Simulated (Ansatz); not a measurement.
## AlN (Fm-3m), a vibration from a frozen displacement

The calculation used DFT PBEsol, scalar-relativistic, plane waves, PAW in Ansatz. Cutoff 420 eV, Γ-centred 10×10×10 k-points, Gaussian smearing of 0.05 eV. No spin polarisation. Energies are free energies at this smearing, counted from the undisturbed cell; pressure is positive in compression.

The starting cell (as given, not relaxed at this level; it stands at -4.5 GPa; this rock-salt form isn't the usual structure):

```
CELL_PARAMETERS angstrom
0.00000 2.03452 2.03452
2.03452 0.00000 2.03452
2.03452 2.03452 0.00000
ATOMIC_POSITIONS crystal
Al 0.50000 0.50000 0.50000
N 0.00000 0.00000 0.00000
```

Every Al atom is moved by x along the Cartesian unit vector (0.000, 0.000, -1.000); the cell and all other atoms stay fixed. The cell's volume is 16.84 Å³; the moved atoms weigh 26.982 u together and the others 14.007 u. Some rows repeat others by symmetry and weren't run.

```
  x (Å)  ΔE (meV/cell) total force on the moved atoms along the move (eV/Å) pressure (GPa)
-0.1000          34.45                                                0.7173         -2.9108
-0.0875          26.12                                                0.6160         -3.2793
-0.0750          19.03                                                0.5194         -3.5970
-0.0625          13.12                                                0.4268         -3.8646
-0.0500           8.35                                                0.3375         -4.0826
-0.0375           4.67                                                0.2508         -4.2517
-0.0250           2.07                                                0.1661         -4.3722
-0.0125           0.52                                                0.0827         -4.4444
 0.0000           0.00                                                0.0000         -4.4684
 0.0125           0.52                                               -0.0827         -4.4444
 0.0250           2.07                                               -0.1661         -4.3722
 0.0375           4.67                                               -0.2508         -4.2517
 0.0500           8.35                                               -0.3375         -4.0826
 0.0625          13.12                                               -0.4268         -3.8646
 0.0750          19.03                                               -0.5194         -3.5970
 0.0875          26.12                                               -0.6160         -3.2793
 0.1000          34.45                                               -0.7173         -2.9108
```

Problem. What frequency belongs to this motion?

Solution. The force constant is k = −dF/dx = 6.616 eV/Å², from the parabola through x = -0.0125, 0 and 0.0125. In every cell the moved atoms swing against the rest, so the mass is μ = m₁m₂/(m₁ + m₂) = 9.220 u, and ν̃ = 521.5 cm⁻¹ × √(|k|/μ) = 442 cm⁻¹, at this cell's pressure of -4.5 GPa. To first order in x, and within 1 %, the force on every atom lies along the move and, within each of the two groups, in proportion to the atom's mass, so this is itself a mode at the zone centre of this cell, taken without macroscopic field (the transverse frequency in a polar insulator).

Problem. How far does the harmonic law reach?

Solution. At x = -0.100 Å, kx²/2 = 33.08 meV against the computed 34.45 meV (+4.1 %): the well is still close to harmonic there.

Problem. The pressure changes with x². What does that say about the frequency under compression?

Solution. With E = k(V)x²/2, k ∝ V^(−2γ) and x scaling with the cell as V^(1/3), P − P0 = −∂E/∂V = (2γ − 2/3) ΔE/V. At x = 0.0250 Å, V(P − P0) = 16.84 × 0.09621 / 160.2 eV = 10.11 meV and ΔE = 2.07 meV, so γ = 1/3 + V(P − P0)/(2ΔE) = 2.78. This is the Grüneisen parameter of the motion under uniform scaling of the cell: shrinking the cell evenly by 1 % in volume raises the frequency by about 2.78 %.

Cost: 9 runs of about 0.24 core-minutes in all, on Intel Xeon Platinum 8259CL (Skylake/Cascade Lake) (shared hosts).